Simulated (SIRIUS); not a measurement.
# Al (Fm-3m) in SIRIUS: a series of runs

Aim: see how the results for Al move with the level of theory and the settings. Levels: BLYP, PBE. Tasks: equation of state, band structure.

All numbers are computed with SIRIUS 7.12.0; they aren't measurements. Logs are shortened: lines on timing, memory, paths and dates and some standing lists are left out, and cuts for length are marked. The log counts tension as positive stress, the text compression.

**Measured values to compare with.**

From “The interpretation of polycrystalline coherent inelastic neutron scattering from aluminium”, 2013, pmc:3831299, for a bulk crystal of Al: bulk modulus 76.9 GPa.

The runs below are set against these values where they give the same quantity.

## (1) The crystal as given

The structure is cubic, space group Fm-3m (No. 225). The conventional cell has a = 4.050 Å, b = 4.050 Å, c = 4.050 Å, α = 90.00°, β = 90.00°, γ = 90.00°. Around Al (site symmetry m-3m) lie 12 Al at 2.86 Å.

## (2) Equation of state, BLYP, 15.61 Å³/atom (volume scaled by 0.94)

Input file sirius.json:

```json
{
  "control": {
    "processing_unit": "cpu",
    "std_evp_solver_name": "lapack",
    "gen_evp_solver_name": "lapack",
    "verbosity": 2,
    "print_forces": false,
    "ortho_rf": true,
    "use_second_variation": true,
    "rmt_max": 3.0,
    "num_bands_to_print": 12,
    "save_wf": true
  },
  "parameters": {
    "electronic_structure_method": "full_potential_lapwlo",
    "xc_functionals": ["XC_GGA_X_B88", "XC_GGA_C_LYP"],
    "core_relativity": "dirac",
    "valence_relativity": "iora",
    "num_fv_states": 12,
    "smearing": "fermi_dirac",
    "smearing_width": 0.0018374661,
    "pw_cutoff": 20,
    "gk_cutoff": 3.41,
    "lmax_apw": 10,
    "lmax_rho": 8,
    "lmax_pot": 8,
    "num_mag_dims": 0,
    "auto_rmt": 0,
    "ngridk": [11, 11, 11],
    "shiftk": [0, 0, 0],
    "num_dft_iter": 80,
    "energy_tol": 1e-07,
    "density_tol": 1e-05,
    "use_symmetry": true
  },
  "settings": {"tol_ne": 1e-10},
  "iterative_solver": {"type": "exact"},
  "mixer": {"type": "anderson", "beta": 0.5, "max_history": 8},
  "unit_cell": {
    "lattice_vectors": [[0.0, 3.7482166844, 3.7482166844], [3.7482166844, 0.0, 3.7482166844], [3.7482166844, 3.7482166844, 0.0]],
    "atom_types": ["Al"],
    "atom_files": {"Al": "Al.json"},
    "atoms": {"Al": [[0.0, 0.0, 0.0]]}
  }
}
```

Input file Al.json:

```json
{
  "name": "aluminium",
  "symbol": "Al",
  "number": 13,
  "mass": 26.9815386,
  "rmin": 1e-06,
  "rmt": 2.29,
  "nrmt": 800,
  "rinf": 20.43,
  "core": "1s",
  "valence": [
    {"basis": [{"enu": 0.07, "dme": 0, "n": 0, "auto": 0}, {"enu": 0.07, "dme": 1, "n": 0, "auto": 0}]},
    {"l": 0, "n": 1, "basis": [{"enu": 0.1274, "dme": 0, "n": 0, "auto": 0}]},
    {"l": 1, "n": 2, "basis": [{"enu": 0.17, "dme": 0, "n": 0, "auto": 0}]},
    {"l": 2, "n": 3, "basis": [{"enu": 0.17, "dme": 0, "n": 0, "auto": 0}]},
    {"l": 3, "n": 4, "basis": [{"enu": 0.17, "dme": 0, "n": 0, "auto": 0}]}
  ],
  "lo": [
    {
      "l": 0,
      "basis": [{"enu": 0.1274, "dme": 0, "n": 0, "auto": 0}, {"enu": 0.1274, "dme": 1, "n": 0, "auto": 0}]
    },
    {
      "l": 0,
      "basis": [{"enu": -3.675, "dme": 0, "n": 2, "auto": 1}, {"enu": -3.675, "dme": 1, "n": 2, "auto": 1}]
    },
    {
      "l": 0,
      "basis": [{"enu": -3.675, "dme": 1, "n": 2, "auto": 1}, {"enu": 0.1274, "dme": 0, "n": 0, "auto": 0}]
    },
    {
      "l": 0,
      "basis": [{"enu": 0.1274, "dme": 0, "n": 0, "auto": 0}, {"enu": 3.1784, "dme": 0, "n": 0, "auto": 0}]
    },
    {"l": 1, "basis": [{"enu": 0.17, "dme": 0, "n": 0, "auto": 0}, {"enu": 0.17, "dme": 1, "n": 0, "auto": 0}]},
    {
      "l": 1,
      "basis": [{"enu": -2.2897, "dme": 0, "n": 2, "auto": 1}, {"enu": -2.2897, "dme": 1, "n": 2, "auto": 1}]
    },
    {
      "l": 1,
      "basis": [{"enu": -2.2897, "dme": 1, "n": 2, "auto": 1}, {"enu": 0.17, "dme": 0, "n": 0, "auto": 0}]
    },
    {"l": 1, "basis": [{"enu": 0.17, "dme": 0, "n": 0, "auto": 0}, {"enu": 3.6787, "dme": 0, "n": 0, "auto": 0}]},
    {"l": 2, "basis": [{"enu": 0.17, "dme": 0, "n": 0, "auto": 0}, {"enu": 0.17, "dme": 1, "n": 0, "auto": 0}]},
    {"l": 2, "basis": [{"enu": 0.17, "dme": 1, "n": 0, "auto": 0}, {"enu": 0.17, "dme": 2, "n": 0, "auto": 0}]},
    {"l": 2, "basis": [{"enu": 0.17, "dme": 0, "n": 0, "auto": 0}, {"enu": 3.1448, "dme": 0, "n": 0, "auto": 0}]},
    {"l": 3, "basis": [{"enu": 0.17, "dme": 0, "n": 0, "auto": 0}, {"enu": 0.17, "dme": 1, "n": 0, "auto": 0}]}
  ],
  "free_atom": [... radial grid and density of the free atom, the start of the SCF ...]
}
```

Input file sirius_start.json:

```json
{
  "control": {
    "processing_unit": "cpu",
    "std_evp_solver_name": "lapack",
    "gen_evp_solver_name": "lapack",
    "verbosity": 1,
    "print_forces": false,
    "ortho_rf": true,
    "use_second_variation": true,
    "rmt_max": 3.0,
    "num_bands_to_print": 12,
    "save_wf": false
  },
  "parameters": {
    "electronic_structure_method": "full_potential_lapwlo",
    "xc_functionals": ["XC_LDA_X", "XC_LDA_C_PW"],
    "core_relativity": "dirac",
    "valence_relativity": "iora",
    "num_fv_states": 12,
    "smearing": "fermi_dirac",
    "smearing_width": 0.0055123983,
    "pw_cutoff": 20,
    "gk_cutoff": 2.72,
    "lmax_apw": 10,
    "lmax_rho": 8,
    "lmax_pot": 8,
    "num_mag_dims": 0,
    "auto_rmt": 0,
    "ngridk": [4, 4, 4],
    "shiftk": [0, 0, 0],
    "num_dft_iter": 30,
    "energy_tol": 0.01,
    "density_tol": 0.05,
    "use_symmetry": true
  },
  "settings": {"tol_ne": 1e-10},
  "iterative_solver": {"type": "exact"},
  "mixer": {"type": "anderson", "beta": 0.5, "max_history": 8},
  "unit_cell": {
    "lattice_vectors": [[0.0, 3.7482166844, 3.7482166844], [3.7482166844, 0.0, 3.7482166844], [3.7482166844, 3.7482166844, 0.0]],
    "atom_types": ["Al"],
    "atom_files": {"Al": "Al.json"},
    "atoms": {"Al": [[0.0, 0.0, 0.0]]}
  }
}
```

Potentials or basis: all-electron FP-LAPW, apw+lo standard.

Run with:

```console
$ OMP_NUM_THREADS=1 sirius.scf --input=sirius_start.json --output=start.json
$ OMP_NUM_THREADS=1 sirius.scf --input=sirius.json --output=output.json --task=1
```

The log of the run:

```text
[info] SIRIUS version : 7.12.0
[info] number of MPI ranks           : 1
[info] MPI grid                      : 1 1
[info] maximum number of OMP threads : 1
[fft] FFT context for density and potential
[fft] =====================================
[fft]   plane wave cutoff                     : 20
[fft]   grid size                             : 36 36 36   total : 46656
[fft]   grid limits                           : -17 18   -17 18   -17 18
[fft]   number of G-vectors within the cutoff : 14211
[fft]   number of G-shells                    : 413
[fft] FFT context for coarse grid
[fft] =====================================
[fft]   plane wave cutoff                     : 6.82
[fft]   grid size                             : 15 15 15   total : 3375
[fft]   grid limits                           : -7 7   -7 7   -7 7
[fft]   number of G-vectors within the cutoff : 537
[fft]   number of G-shells                    : 27
[unit cell] lattice vectors
[unit cell]   a1 :       0.0000000000      3.7482166844      3.7482166844
[unit cell]   a2 :       3.7482166844      0.0000000000      3.7482166844
[unit cell]   a3 :       3.7482166844      3.7482166844      0.0000000000
[unit cell] reciprocal lattice vectors
[unit cell]   b1 :      -0.8381566270      0.8381566270      0.8381566270
[unit cell]   b2 :       0.8381566270     -0.8381566270      0.8381566270
[unit cell]   b3 :       0.8381566270      0.8381566270     -0.8381566270
[unit cell] unit cell volume :       105.31835429 [a.u.^3]
[unit cell] 1/sqrt(omega)    :         0.09744240
[unit cell] MT volume        :        50.30313549 (47.76%)
[unit cell] IT volume        :        55.01521880 (52.24%)
[unit cell] number of atom types : 1
[unit cell] type id : 0 symbol : Al mt_radius :   2.290000 num_atoms : 1
[unit cell] total number of atoms : 1
[unit cell] number of symmetry classes : 1
[unit cell] atom id  type id  class id             position                      vector_field
[unit cell] ------------------------------------------------------------------------------------------
[unit cell]      0        0        0      0.00000   0.00000   0.00000      0.00000   0.00000   0.00000
[unit cell] atom id         position (Cartesian, a.u.)
[unit cell] ---------------------------------------------
[unit cell]      0       0.000000    0.000000    0.000000
[unit cell] class id : 0 atom id : 0
[unit cell] minimum bond length:     5.300779
[sym] space group number   : 225
[sym] international symbol : Fm-3m
[sym] Hall symbol          : -F 4 2 3
[sym] space group transformation matrix :
[sym]   0.0000  0.5000  0.5000
[sym]   0.5000  0.0000  0.5000
[sym]   0.5000  0.5000  0.0000
[sym] space group origin shift :
[sym]   0.0000  0.0000  0.0000
[sym] number of space group operations  : 48
[sym] number of magnetic group operations : 48
[sym] metric tensor error: 0.0000e+00
[... 237 lines left out ...]
[find] kinetic energy                 :     242.76019046
[find] enuc                           :    -292.95568316
[find] <rho|V^{XC}>                   :     -24.13448038
[find] <rho|E^{XC}>                   :     -18.75416202
[find] <mag|B^{XC}>                   :       0.00000000
[find] <rho|V^{H}>                    :    -348.31654771
[find] smearing (-TS)                 :      -0.00015018
[find] SCF correction                 :       0.17675408
[find] Total energy                   :    -242.93117449 (Ha),    -485.86234897 (Ry)
[find] Free energy (E-TS)             :    -242.93132467 (Ha),    -485.86264933 (Ry)
[find] band gap (eV)                  :       0.00000000
[find] Efermi                         :       0.29402189
[find] iteration : 0, RMS (target) : 1.2679e-01 (1.0000e-05) , energy difference (target) : -2.4293e+02 (1.0000e-07)
[find] +------------------------------+
[find] | SCF iteration   1 out of  80|
[find] +------------------------------+
[generate_radial_functions] Linearization energies
[generate_radial_functions] Atom : Al, class id : 0
[generate_radial_functions] augmented waves
[generate_radial_functions] local orbitals
[generate_radial_functions] {l: 0, n: 2, enu: -3.51212, dme: 0, auto: 1}
[generate_radial_functions] {l: 0, n: 2, enu: -3.51212, dme: 1, auto: 1}
[generate_radial_functions] {l: 0, n: 2, enu: -3.51212, dme: 1, auto: 1}
[generate_radial_functions] {l: 1, n: 2, enu: -2.10301, dme: 0, auto: 1}
[generate_radial_functions] {l: 1, n: 2, enu: -2.10301, dme: 1, auto: 1}
[generate_radial_functions] {l: 1, n: 2, enu: -2.10301, dme: 1, auto: 1}
[diagonalize] Lowest band energies
[diagonalize] ik:    0   -3.512235   -2.102539   -2.102539   -2.102539   -0.128291    0.766374    0.766374    0.766374    0.833157    0.833157    0.833157    0.917945
[diagonalize] ik:    1   -3.512224   -2.102615   -2.102547   -2.102547   -0.119732    0.659701    0.745083    0.745083    0.856023    0.867183    0.867183    0.982334
[diagonalize] ik:    2   -3.512195   -2.102833   -2.102582   -2.102582   -0.094151    0.522317    0.718900    0.718900    0.847565    0.895054    0.895054    0.951856
[diagonalize] ik:    3   -3.512157   -2.103125   -2.102626   -2.102626   -0.051825    0.392714    0.704065    0.704065    0.836296    0.836296    0.839919    0.995805
[diagonalize] ik:    4   -3.512123   -2.103393   -2.102671   -2.102671    0.006815    0.275097    0.702664    0.702664    0.782565    0.782565    0.842994    0.938221
[diagonalize] ...
[diagonalize] ik:   51   -3.512055   -2.103411   -2.103070   -2.102917    0.207825    0.262752    0.317195    0.447614    0.670005    0.806688    1.110070    1.132351
[diagonalize] ik:   52   -3.512076   -2.103329   -2.103025   -2.102824    0.094554    0.332658    0.392182    0.457421    0.791642    0.857728    0.912810    1.176365
[diagonalize] ik:   53   -3.512063   -2.103323   -2.103122   -2.102863    0.166836    0.252611    0.380559    0.416476    0.829601    0.863092    0.953551    1.077812
[diagonalize] ik:   54   -3.512056   -2.103351   -2.103096   -2.102924    0.188600    0.311790    0.317216    0.378634    0.771871    0.844448    0.991283    1.099452
[diagonalize] ik:   55   -3.512055   -2.103259   -2.103207   -2.102916    0.240959    0.249346    0.307272    0.378554    0.821191    0.932089    0.935409    1.010877
[generate_core_charge_density] atom class : 0
[generate_core_charge_density]   n,l,k : 1 0 1  energy :         -55.12558864
[find] Total energy                   :    -242.93119379 (Ha),    -485.86238758 (Ry)
[find] iteration : 1, RMS (target) : 5.7383e-02 (1.0000e-05) , energy difference (target) : -1.9303e-05 (1.0000e-07)
[find] Total energy                   :    -242.93118839 (Ha),    -485.86237678 (Ry)
[find] iteration : 2, RMS (target) : 5.3787e-03 (1.0000e-05) , energy difference (target) : 5.4012e-06 (1.0000e-07)
[find] Total energy                   :    -242.93119044 (Ha),    -485.86238087 (Ry)
[find] iteration : 3, RMS (target) : 1.6774e-04 (1.0000e-05) , energy difference (target) : -2.0460e-06 (1.0000e-07)
[find] Total energy                   :    -242.93119048 (Ha),    -485.86238097 (Ry)
[find] iteration : 4, RMS (target) : 1.2635e-05 (1.0000e-05) , energy difference (target) : -4.9650e-08 (1.0000e-07)
[find] Charges and magnetic moments
[find] --------------------------------------------------------------------------------
[find] atom      charge    core leakage
[find] --------------------------------------------------------------------------------
[find]    0   11.464459    0.000000e+00
[find] total core leakage    : 0.00000000e+00
[find] interstitial charge   : 1.535541
[find] total charge          : 13.000000
[find] Energy
[find] --------------------------------------------------------------------------------
[find] valence_eval_sum               :     -19.23879796
[find] core_eval_sum                  :    -110.22343016
[find] kinetic energy                 :     243.49477572
[find] enuc                           :    -293.25502475
[find] <rho|V^{XC}>                   :     -24.15260402
[find] <rho|E^{XC}>                   :     -18.76877169
[find] <mag|B^{XC}>                   :       0.00000000
[find] <rho|V^{H}>                    :    -348.80439982
[find] smearing (-TS)                 :      -0.00015031
[find] SCF correction                 :       0.00003014
[find] Total energy                   :    -242.93119049 (Ha),    -485.86238098 (Ry)
[find] Free energy (E-TS)             :    -242.93134080 (Ha),    -485.86268161 (Ry)
[find] band gap (eV)                  :       0.00000000
[find] Efermi                         :       0.29531910
[find] iteration : 5, RMS (target) : 5.5219e-06 (1.0000e-05) , energy difference (target) : -4.7960e-09 (1.0000e-07)
[find] converged after 6 SCF iterations!
[find] Charges and magnetic moments
[find] --------------------------------------------------------------------------------
[find] atom      charge    core leakage
[find] --------------------------------------------------------------------------------
[find]    0   11.464459    0.000000e+00
[find] total core leakage    : 0.00000000e+00
[find] interstitial charge   : 1.535541
[find] total charge          : 13.000000
[find] Energy
[find] --------------------------------------------------------------------------------
[find] valence_eval_sum               :     -19.23879796
[find] core_eval_sum                  :    -110.22343016
[find] kinetic energy                 :     243.49477572
[find] enuc                           :    -293.25502475
[find] <rho|V^{XC}>                   :     -24.15260402
[find] <rho|E^{XC}>                   :     -18.76877169
[find] <mag|B^{XC}>                   :       0.00000000
[find] <rho|V^{H}>                    :    -348.80439982
[find] smearing (-TS)                 :      -0.00015031
[find] SCF correction                 :       0.00003014
[find] Total energy                   :    -242.93119049 (Ha),    -485.86238098 (Ry)
[find] Free energy (E-TS)             :    -242.93134080 (Ha),    -485.86268161 (Ry)
[find] band gap (eV)                  :       0.00000000
[find] Efermi                         :       0.29531910
```

Run time: 12 s. Hardware: 1 thread of Arm Neoverse V2, shared host; peak memory 0.27 GiB.

What came out:

```
Free energy                                       : -6610.4985 eV
Band gap on the k mesh                            : none (metal or under the smearing width)
All electrons inside the program's atomic spheres : Al 11.46 (radii Al 2.29 bohr)
```

## (3) Equation of state, BLYP, 15.94 Å³/atom (volume scaled by 0.96)

sirius.json, as its differences from that of step 2:

```diff
@@ -39,3 +39,3 @@
   "unit_cell": {
-    "lattice_vectors": [[0.0, 3.7482166844, 3.7482166844], [3.7482166844, 0.0, 3.7482166844], [3.7482166844, 3.7482166844, 0.0]],
+    "lattice_vectors": [[0.0, 3.7746134462, 3.7746134462], [3.7746134462, 0.0, 3.7746134462], [3.7746134462, 3.7746134462, 0.0]],
     "atom_types": ["Al"],
```

Input file Al.json:

```json
{
  "name": "aluminium",
  "symbol": "Al",
  "number": 13,
  "mass": 26.9815386,
  "rmin": 1e-06,
  "rmt": 2.29,
  "nrmt": 800,
  "rinf": 20.43,
  "core": "1s",
  "valence": [
    {"basis": [{"enu": 0.06, "dme": 0, "n": 0, "auto": 0}, {"enu": 0.06, "dme": 1, "n": 0, "auto": 0}]},
    {"l": 0, "n": 1, "basis": [{"enu": 0.1173, "dme": 0, "n": 0, "auto": 0}]},
    {"l": 1, "n": 2, "basis": [{"enu": 0.16, "dme": 0, "n": 0, "auto": 0}]},
    {"l": 2, "n": 3, "basis": [{"enu": 0.16, "dme": 0, "n": 0, "auto": 0}]},
    {"l": 3, "n": 4, "basis": [{"enu": 0.16, "dme": 0, "n": 0, "auto": 0}]}
  ],
  "lo": [
    {
      "l": 0,
      "basis": [{"enu": 0.1173, "dme": 0, "n": 0, "auto": 0}, {"enu": 0.1173, "dme": 1, "n": 0, "auto": 0}]
    },
    {
      "l": 0,
      "basis": [{"enu": -3.685, "dme": 0, "n": 2, "auto": 1}, {"enu": -3.685, "dme": 1, "n": 2, "auto": 1}]
    },
    {
      "l": 0,
      "basis": [{"enu": -3.685, "dme": 1, "n": 2, "auto": 1}, {"enu": 0.1173, "dme": 0, "n": 0, "auto": 0}]
    },
    {
      "l": 0,
      "basis": [{"enu": 0.1173, "dme": 0, "n": 0, "auto": 0}, {"enu": 3.1684, "dme": 0, "n": 0, "auto": 0}]
    },
    {"l": 1, "basis": [{"enu": 0.16, "dme": 0, "n": 0, "auto": 0}, {"enu": 0.16, "dme": 1, "n": 0, "auto": 0}]},
    {
      "l": 1,
      "basis": [{"enu": -2.2997, "dme": 0, "n": 2, "auto": 1}, {"enu": -2.2997, "dme": 1, "n": 2, "auto": 1}]
    },
    {
      "l": 1,
      "basis": [{"enu": -2.2997, "dme": 1, "n": 2, "auto": 1}, {"enu": 0.16, "dme": 0, "n": 0, "auto": 0}]
    },
    {"l": 1, "basis": [{"enu": 0.16, "dme": 0, "n": 0, "auto": 0}, {"enu": 3.6687, "dme": 0, "n": 0, "auto": 0}]},
    {"l": 2, "basis": [{"enu": 0.16, "dme": 0, "n": 0, "auto": 0}, {"enu": 0.16, "dme": 1, "n": 0, "auto": 0}]},
    {"l": 2, "basis": [{"enu": 0.16, "dme": 1, "n": 0, "auto": 0}, {"enu": 0.16, "dme": 2, "n": 0, "auto": 0}]},
    {"l": 2, "basis": [{"enu": 0.16, "dme": 0, "n": 0, "auto": 0}, {"enu": 3.1348, "dme": 0, "n": 0, "auto": 0}]},
    {"l": 3, "basis": [{"enu": 0.16, "dme": 0, "n": 0, "auto": 0}, {"enu": 0.16, "dme": 1, "n": 0, "auto": 0}]}
  ],
  "free_atom": [... radial grid and density of the free atom, the start of the SCF ...]
}
```

sirius_start.json, as its differences from that of step 2:

```diff
@@ -39,3 +39,3 @@
   "unit_cell": {
-    "lattice_vectors": [[0.0, 3.7482166844, 3.7482166844], [3.7482166844, 0.0, 3.7482166844], [3.7482166844, 3.7482166844, 0.0]],
+    "lattice_vectors": [[0.0, 3.7746134462, 3.7746134462], [3.7746134462, 0.0, 3.7746134462], [3.7746134462, 3.7746134462, 0.0]],
     "atom_types": ["Al"],
```

Potentials or basis: all-electron FP-LAPW, apw+lo standard.

Run with:

```console
$ OMP_NUM_THREADS=1 sirius.scf --input=sirius_start.json --output=start.json
$ OMP_NUM_THREADS=1 sirius.scf --input=sirius.json --output=output.json --task=1
```

Wall time 12 s (1 thread of Arm Neoverse V2, shared host); peak memory 0.27 GiB.

Results (log left out):

```
Free energy                                       : -6610.5136 eV
Band gap on the k mesh                            : none (metal or under the smearing width)
All electrons inside the program's atomic spheres : Al 11.44 (radii Al 2.29 bohr)
```

(Part 1 of 3 ends here.)
